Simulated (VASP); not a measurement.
Write the native input for VASP 6.6.1 that does the following.

```
Task                   : relaxation of cell and atoms
Functional             : r2SCAN
Potentials or basis    : VASP PAW PBE potentials, release 64 (Sn_d)
Cutoff                 : 600 eV
k mesh                 : 12 × 12 × 12
Occupations            : gaussian, width 0.03 eV
Spin                   : no spin polarisation
Further INCAR settings : ALGO = Normal; EDIFF = 1e-06; IBRION = 2; EDIFFG = -0.01; NSW = 90; ISIF = 3
```

The structure of Sn lies in POSCAR:

```
Sn
1.0
   -2.9196440750      2.9196440750      1.5938000000
    2.9196440750     -2.9196440750      1.5938000000
    2.9196440750      2.9196440750     -1.5938000000
Sn
2
Direct
    0.0000000000      0.0000000000      0.0000000000
    0.7500000000      0.2500000000      0.5000000000
```

These files were run (other wordings do the same):

INCAR

```
  ALGO = Normal
  EDIFF = 1E-6
  EDIFFG = -0.01
  ENCUT = 600
  IBRION = 2
  ISIF = 3
  ISMEAR = 0
  LASPH = True
  LCHARG = False
  LMIXTAU = True
  LREAL = False
  LWAVE = False
  METAGGA = R2SCAN
  NELM = 80
  NSW = 90
  PREC = Accurate
  SIGMA = 0.03
```

KPOINTS

```
k-points
0
Gamma
  12 12 12
```

Potentials or basis: VASP PAW PBE potentials, release 64 (Sn_d).

Command:

```bash
$ cat potpaw_PBE.64/Sn_d/POTCAR > POTCAR
$ mpirun -np 1 vasp_std > vasp.out
```

It gave:

```json
{
  "Relaxed volume": "27.57 Å³/atom",
  "Relaxed cell": "a = 4.453 Å, b = 4.453 Å, c = 4.453 Å, α = 97.37°, β = 97.37°, γ = 138.03°",
  "Space group after relaxing (to 0.05 Å)": "I4_1/amd (No. 141)",
  "Energy gained by relaxing": "1.2 meV/atom",
  "Ionic steps": "5",
  "Pressure after relaxing": "0.0 GPa",
  "Band gap on the k mesh": "none (metal or under the smearing width)"
}
```

Caveat: the PAW data sets were made with another functional, which shifts forces and pressure a little.

Wall time 23 min on 1 thread of Intel(R) Xeon(R) Platinum 8488C (Sapphire Rapids), with other jobs on the host, peak memory 0.34 GiB.
